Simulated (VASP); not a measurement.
# AlAs (F-43m) in VASP: band structure with PBE

Aim: the band structure of AlAs with PBE.

All numbers are computed with VASP 6.6.1; they aren't measurements. Logs are shortened: lines on timing, memory, paths and dates and some standing lists are left out, and cuts for length are marked.

### 1 The crystal as given

The structure is cubic, space group F-43m (No. 216). Conventional cell: a = 5.661 Å, b = 5.661 Å, c = 5.661 Å, α = 90.00°, β = 90.00°, γ = 90.00°. Around Al (site symmetry -43m) lie 4 As at 2.45 Å. As (site symmetry -43m) has 4 Al at 2.45 Å as nearest neighbours.

### 2 Band structure, PBE

Contents of INCAR:

```
  PREC = Accurate
  ENCUT = 520
  EDIFF = 1E-6
  ISMEAR = 0
  SIGMA = 0.02
  LREAL = False
  LASPH = True
  NELM = 100
  ALGO = Fast
  ISIF = 2
  LWAVE = False
  LCHARG = False
  GGA = PE
  NBANDS = 11
```

Contents of KPOINTS:

```
Automatic mesh
0
Gamma
  8 8 8
```

Contents of POSCAR:

```
AlAs
1.0
    0.0000000000      2.8304000000      2.8304000000
    2.8304000000      0.0000000000      2.8304000000
    2.8304000000      2.8304000000      0.0000000000
Al As
1 1
Direct
    0.0000000000      0.0000000000      0.0000000000
    0.2500000000      0.2500000000      0.2500000000
```

Contents of KPOINTS_OPT:

```
path GXWKGLUWLK,UX
15
line-mode
reciprocal
 0.0000000000  0.0000000000  0.0000000000  G
 0.5000000000  0.0000000000  0.5000000000  X

 0.5000000000  0.0000000000  0.5000000000  X
 0.5000000000  0.2500000000  0.7500000000  W

 0.5000000000  0.2500000000  0.7500000000  W
 0.3750000000  0.3750000000  0.7500000000  K

 0.3750000000  0.3750000000  0.7500000000  K
 0.0000000000  0.0000000000  0.0000000000  G

 0.0000000000  0.0000000000  0.0000000000  G
 0.5000000000  0.5000000000  0.5000000000  L

 0.5000000000  0.5000000000  0.5000000000  L
 0.6250000000  0.2500000000  0.6250000000  U

 0.6250000000  0.2500000000  0.6250000000  U
 0.5000000000  0.2500000000  0.7500000000  W

 0.5000000000  0.2500000000  0.7500000000  W
 0.5000000000  0.5000000000  0.5000000000  L

 0.5000000000  0.5000000000  0.5000000000  L
 0.3750000000  0.3750000000  0.7500000000  K

 0.6250000000  0.2500000000  0.6250000000  U
 0.5000000000  0.0000000000  0.5000000000  X
```

Potentials or basis: VASP PAW PBE potentials, release 64 (Al, As).

The run is started by

```
cat potpaw_PBE.64/Al/POTCAR potpaw_PBE.64/As/POTCAR > POTCAR
mpirun -np 1 vasp_std > vasp.out
```

OUTCAR:

```text
PREC = Accurate
   ENCUT = 520
   EDIFF = 1E-6
   ISMEAR = 0
   LREAL = False
   LASPH = True
   NELM = 100
   ISIF = 2
   GGA = PE

 ion  position               nearest neighbor table
   1  0.000  0.000  0.000-   2 2.45   2 2.45   2 2.45   2 2.45
   2  0.250  0.250  0.250-   1 2.45   1 2.45   1 2.45   1 2.45

  LATTYP: Found a face centered cubic cell.
 ALAT       =     5.6608000000

  Lattice vectors:

 A1 = (   0.0000000000,   2.8304000000,   2.8304000000)
 A2 = (   2.8304000000,   0.0000000000,   2.8304000000)
 A3 = (   2.8304000000,   2.8304000000,   0.0000000000)

Analysis of symmetry for initial positions (statically):
=====================================================================
 Subroutine PRICEL returns:
 Original cell was already a primitive cell.

 Routine SETGRP: Setting up the symmetry group for a
 face centered cubic supercell.

 Subroutine GETGRP returns: Found 24 space group operations
 (whereof 24 operations were pure point group operations)
 out of a pool of 48 trial point group operations.

The static configuration has the point symmetry T_d .

Analysis of symmetry for dynamics (positions and initial velocities):
=====================================================================
 Subroutine PRICEL returns:
 Original cell was already a primitive cell.

 Routine SETGRP: Setting up the symmetry group for a
 face centered cubic supercell.

 Subroutine GETGRP returns: Found 24 space group operations
 (whereof 24 operations were pure point group operations)
 out of a pool of 48 trial point group operations.

The dynamic configuration has the point symmetry T_d .

 Subroutine INISYM returns: Found 24 space group operations
 (whereof 24 operations are pure point group operations),
 and found     1 'primitive' translations

----------------------------------------------------------------------------------------

                                     Primitive cell

  volume of cell :      45.3496

  direct lattice vectors                    reciprocal lattice vectors
     0.000000000  2.830400000  2.830400000    -0.176653477  0.176653477  0.176653477
     2.830400000  0.000000000  2.830400000     0.176653477 -0.176653477  0.176653477
     2.830400000  2.830400000  0.000000000     0.176653477  0.176653477 -0.176653477

  length of vectors
     4.002790067  4.002790067  4.002790067     0.305972797  0.305972797  0.305972797

  position of ions in fractional coordinates (direct lattice)
     0.000000000  0.000000000  0.000000000
     0.250000000  0.250000000  0.250000000

[... 82 lines left out ...]
   ISIF   =      2    stress and relaxation
   ISYM   =      2    0-nonsym 1-usesym 2-fastsym
   POTIM  = 0.5000    time-step for ionic-motion
   TEBEG  =    0.0;   TEEND  =   0.0 temperature during run
   PSTRESS=    0.0 pullay stress
   NELECT =       8.0000    total number of electrons
   NUPDOWN=      -1.0000    fix difference up-down
   EMIN   =  10.00;   EMAX   =-10.00  energy-range for DOS
   EFERMI =   0.00;   METHOD = LEGACY
   ISMEAR =     0;   SIGMA  =   0.02  broadening in eV -4-tet -1-fermi 0-gaus
   EFERMI_NEDOS =   21; number of points for ismear=-14 and -15
   IALGO  =     68    algorithm
   IMIX   =      4    mixing-type and parameters
     AMIX     =   0.40;   BMIX     =  1.00
     AMIX_MAG =   1.60;   BMIX_MAG =  1.00
  volume/ion in A,a.u.               =      22.67       153.02
  Fermi-wavevector in a.u.,A,eV,Ry     =   0.918150  1.735052 11.469706  0.843000
  Thomas-Fermi vector in A             =   2.043199
   LORBIT       =      0    0 simple, 1 ext, 2 COOP (PROOUT), +10 PAW based schemes
   GGA     = PE    functional components
   LHFCALC =     F    Hartree Fock is set to
   AEXX    =    0.0000 exact exchange contribution
   IVDW    =     0    specifies the selected vdW correction
   LEPSILON=     F    determine dielectric tensor
   LRPA    =     F    only Hartree local field effects (RPA)
 non-spin polarized calculation
 RMM-DIIS sequential band-by-band and
 Gauss-broadening in eV      SIGMA  =   0.02
  energy-cutoff  :      520.00
  volume of cell :       45.35
 maximum number of plane-waves:      1243
 NGX is ok and might be reduce to    30
   NGX = 15   NGY = 15   NGZ = 15

 number of electron       8.0000000 magnetization

 Free energy of the ion-electron system (eV)
  ---------------------------------------------------
  ext. energy  EPLUGINS =         0.00000000
  ---------------------------------------------------
  free energy    TOTEN  =        -9.37340087 eV

  energy without entropy =       -9.37340087  energy(sigma->0) =       -9.37340087

 E-fermi :   4.0308     XC(G=0):  -9.0416

 val. band max:        3.8893040285   @ k =   0.0000   0.0000   0.0000
 cond. band min:       5.3241300901   @ k =   0.5000   0.5000   0.0000
 fundamental gap:      1.4348260617
 Fermi energy:         4.0307684694

 k-point     1 :       0.0000    0.0000    0.0000
  band No.  band energies     occupation
      1      -7.9755      2.00000
      2       3.8893      2.00000
      3       3.8893      2.00000
      4       3.8893      2.00000
      5       5.9505      0.00000
      6       8.1766      0.00000
      7       8.1766      0.00000
      8       8.1766      0.00000
      9      12.7604      0.00000
     10      12.9008      0.00000
     11      12.9008      0.00000
[... 309 lines left out ...]
 k-point    24 :      -0.3750    0.2500    0.1250
  band No.  band energies     occupation
      1      -6.2917      2.00000
      2      -1.3725      2.00000
      3       1.1988      2.00000
      4       2.3470      2.00000
      5       7.5594      0.00000
      6       8.1347      0.00000
      7      10.5703      0.00000
      8      11.5338      0.00000
      9      12.2500      0.00000
     10      14.9028      0.00000
     11      16.1905      0.00000

 [... further k-points ...]
[... 5 lines left out ...]
  --------------------------------------------------------------------------------------
  -------------------------------------------------------------------------------------
  Total        0.7867352      0.7867352      0.7867352      0.0000000      0.0000000      0.0000000
  in kB       27.7949397     27.7949397     27.7949397      0.0000000      0.0000000      0.0000000
  external PRESSURE =      27.7949397 kB  Pullay stress =       0.0000000 kB

 VOLUME and BASIS-vectors are now :
 -----------------------------------------------------------------------------
  energy-cutoff  :      520.00
  volume of cell :       45.35
      direct lattice vectors                 reciprocal lattice vectors
     0.000000000  2.830400000  2.830400000    -0.176653477  0.176653477  0.176653477
     2.830400000  0.000000000  2.830400000     0.176653477 -0.176653477  0.176653477
     2.830400000  2.830400000  0.000000000     0.176653477  0.176653477 -0.176653477

 POSITION                                       TOTAL-FORCE (eV/Angst)
 -----------------------------------------------------------------------------------
      0.00000      0.00000      0.00000         0.000000      0.000000      0.000000
      1.41520      1.41520      1.41520        -0.000000     -0.000000     -0.000000
 -----------------------------------------------------------------------------------
    total drift:                               -0.000000     -0.000000     -0.000000

  FREE ENERGIE OF THE ION-ELECTRON SYSTEM (eV)
  ---------------------------------------------------
  free  energy   TOTEN  =        -9.3734008731 eV

  energy  without entropy=       -9.3734008731  energy(sigma->0) =       -9.37340087
```

OSZICAR:

```text
N       E                     dE             d eps       ncg     rms          rms(c)
DAV:   1     0.144127334004E+02    0.14413E+02   -0.31004E+03   638   0.553E+02
DAV:   2    -0.855279140321E+01   -0.22966E+02   -0.21777E+02   782   0.895E+01
[... 51 lines left out ...]
DAV:   4    -0.218288638742E+03   -0.17996E+00      762
DAV:   5    -0.218291967491E+03   -0.33287E-02      825
DAV:   6    -0.218292055608E+03   -0.88117E-04      797
DAV:   7    -0.218292058622E+03   -0.30140E-05      768
DAV:   8    -0.218292058713E+03   -0.91042E-07      519
       N       E                     dE             ncg
DAV:   1     0.661163246784E+04   -0.15176E+04      110
DAV:   2     0.649624690437E+04   -0.11539E+03      137
DAV:   3     0.649189852972E+04   -0.43484E+01      196
DAV:   4     0.649189202068E+04   -0.65090E-02      145
DAV:   5     0.649189196842E+04   -0.52255E-04      169
DAV:   6     0.649189196825E+04   -0.17498E-06      158
```

stdout:

```text
POSCAR found type information on POSCAR AlAs
 POSCAR found :  2 types and       2 ions
 scaLAPACK will be used
 LDA part: xc-table for (Slater+PW92), standard interpolation
 POSCAR, INCAR and KPOINTS ok, starting setup
 FFT: planning ... GRIDC
 FFT: planning ... GRID_SOFT
 FFT: planning ... GRID
 WAVECAR not read
 entering main loop
 Start KPOINTS_OPT (optional k-point list driver)
k-point batch [1-29\150]
k-point batch [30-58\150]
k-point batch [59-87\150]
k-point batch [88-116\150]
k-point batch [117-145\150]
k-point batch [146-150\150]
```

Run time: 27 s. Hardware: 1 thread of Intel Xeon 6975P-C (Granite Rapids), shared host; peak memory 0.18 GiB.

What came out:

- Free energy: -9.3734 eV
- Pressure: 2.8 GPa
- Band gap on the k mesh: 1.43 eV, indirect (least direct gap 2.06 eV)
- Band gap along the path: 1.43 eV, indirect (least direct gap 2.06 eV)

Levels at the corners of the path, in eV from the valence-band top:
```
point  band 2  band 3  band 4  band 5  band 6  band 7
    Γ    0.00    0.00    0.00    2.06    4.29    4.29
    X   -5.43   -2.17   -2.17    1.43    2.29   10.34
    X   -5.43   -2.17   -2.17    1.43    2.29   10.34
    W   -5.09   -3.18   -2.82    4.33    5.64    5.71
    W   -5.09   -3.18   -2.82    4.33    5.64    5.71
    K   -5.18   -3.41   -1.80    2.24    4.97    8.17
    K   -5.18   -3.41   -1.80    2.24    4.97    8.17
    Γ    0.00    0.00    0.00    2.06    4.29    4.29
    Γ    0.00    0.00    0.00    2.06    4.29    4.29
    L   -5.57   -0.83   -0.83    2.14    4.68    4.68
    L   -5.57   -0.83   -0.83    2.14    4.68    4.68
    U   -5.18   -3.41   -1.80    2.24    4.97    8.17
    U   -5.18   -3.41   -1.80    2.24    4.97    8.17
    W   -5.09   -3.18   -2.82    4.33    5.64    5.71
    W   -5.09   -3.18   -2.82    4.33    5.64    5.71
    L   -5.57   -0.83   -0.83    2.14    4.68    4.68
    L   -5.57   -0.83   -0.83    2.14    4.68    4.68
    K   -5.18   -3.41   -1.80    2.24    4.97    8.17
    U   -5.18   -3.41   -1.80    2.24    4.97    8.17
    X   -5.43   -2.17   -2.17    1.43    2.29   10.34
```
